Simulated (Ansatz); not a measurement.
Crystal: CdS.

```
Cd S
1.0
     4.26117    0.00000    0.00000
    -2.13058    3.69028    0.00000
     0.00000    0.00000    5.80417
Cd S
1 1
Direct
  0.00000 0.00000 0.44269
  0.66667 0.33333 0.43431
```

Measurements of this composition are mostly on another form, of space group No. 186.

```yaml
Program: Ansatz 0.2.0
Task: relaxation of cell and atoms
Functional: RPBE
Potentials_or_basis: Ansatz PAW
Cutoff: "420 eV (not typed: the program's choice for these potentials)"
k_mesh: 7 × 7 × 5
Occupations: fermi-dirac, width 0.05 eV
Spin: no spin polarisation
```

At the start: volume 45.64 Å³/atom.

Task: How do energy, volume and symmetry change on relaxing?

Result: It ends after 4 steps and the volume is 46.55 Å³/atom (+2.0 %); space group P3m1 (No. 156, to 0.05 Å).

The path:
| step | energy change (eV) | largest force (eV/Å) | volume (Å³) |
| --- | --- | --- | --- |
| 1 | 0.0000 | 0.0024 | 91.27 |
| 2 | -0.0045 | 0.0024 | 92.66 |
| 3 | -0.0047 | 0.0032 | 93.11 |
| 4 | -0.0049 | 0.0032 | 93.11 |

Final structure:
```
Cd S
1.0
     4.29711    0.00000    0.00000
    -2.14855    3.72140    0.00000
     0.00000    0.00000    5.82254
Cd S
1 1
Cartesian
  0.0000 0.0000 2.5754
  2.1486 1.2405 2.5310
```

Caveat: the plane-wave basis is chosen anew once the cell has moved, so the energies of steps on either side of that aren't comparable; the PAW data sets come from PBE, with cores solved anew for the run's functional, which leaves a small shift of forces and pressure.
